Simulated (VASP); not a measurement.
Runs of VASP 6.6.1 on LiF. Symmetry: P6_3mc, No. 186, hexagonal system. Conventional cell: a = 3.081 Å, b = 3.081 Å, c = 4.785 Å, α = 90.00°, β = 90.00°, γ = 120.00°. Li (site symmetry 3m) is surrounded by 4 F at 1.86 to 1.87 Å. F (site symmetry 3m) is surrounded by 4 Li at 1.86 to 1.87 Å. The cell was built by a generator and needn't be a form met in nature.

```csv
level,potentials or basis,k mesh,exchange at q = 0,grid for exact exchange (PRECFOCK),screening parameter,gap on the mesh (eV)
HSE06,"VASP PAW PBE potentials, release 64 (Li_sv, F)",6 × 6 × 4,truncated,Normal,0.2079 1/A,(a)
PBE,"VASP PAW PBE potentials, release 64 (Li_sv, F)",12 × 12 × 6,-,-,-,7.84
r2SCAN,"VASP PAW PBE potentials, release 64 (Li_sv, F)",12 × 12 × 6,-,-,-,8.68
LDA,"VASP PAW LDA potentials, release 64 (Li_sv, F)",12 × 12 × 6,-,-,-,7.52
```

Alike in all rows: task single point; no spin polarisation; cell as given; cutoff (eV) 520; smearing gaussian 0.01 eV.

Question: Fill in the values left out.

Answer: (a) 10.00.

A k mesh can miss the band edges.
